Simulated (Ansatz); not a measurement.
WS2:

```
CELL_PARAMETERS angstrom
1.57900 0.91164 6.16333
-1.57900 0.91164 6.16333
0.00000 -1.82327 6.16333
ATOMIC_POSITIONS crystal
W 0.00000 0.00000 0.00000
S 0.58100 0.58100 0.58100
S 0.75030 0.75030 0.75030
```

Measurements of this composition are mostly on another form, of space group No. 194.

Base run:

| Quantity | Value |
| --- | --- |
| Program | Ansatz 0.2.0 |
| Functional | PBEsol |
| Potentials or basis | Ansatz PAW |
| Cutoff | 420 eV |
| Density cutoff | 1680 eV |
| k mesh | 10 × 10 × 10 |
| Occupations | fermi-dirac, width 0.05 eV |
| Spin | no spin polarisation |
| Hubbard terms | W d U = 6 eV |

Its results: band gap on the k mesh 1.22 eV, indirect (least direct gap 1.87 eV); pressure -0.1 GPa; largest force 0.609 eV/Å.

The run is repeated on the same cell with these changes: hubbard terms from W d U = 6 eV to W d U = 2 eV. What comes out?

Band gap on the k mesh 1.06 eV, indirect (least direct gap 2.16 eV); pressure -0.5 GPa; largest force 0.602 eV/Å.

Caveats: spin-orbit coupling is left out, which moves the levels of the heavy elements; the PAW data sets come from PBE, with cores solved anew for the run's functional, which leaves a small shift of forces and pressure; the k mesh misses the band edges, so the gap on the mesh is wider than the one along the path (some runs).

Not every run made on this cell is shown here.
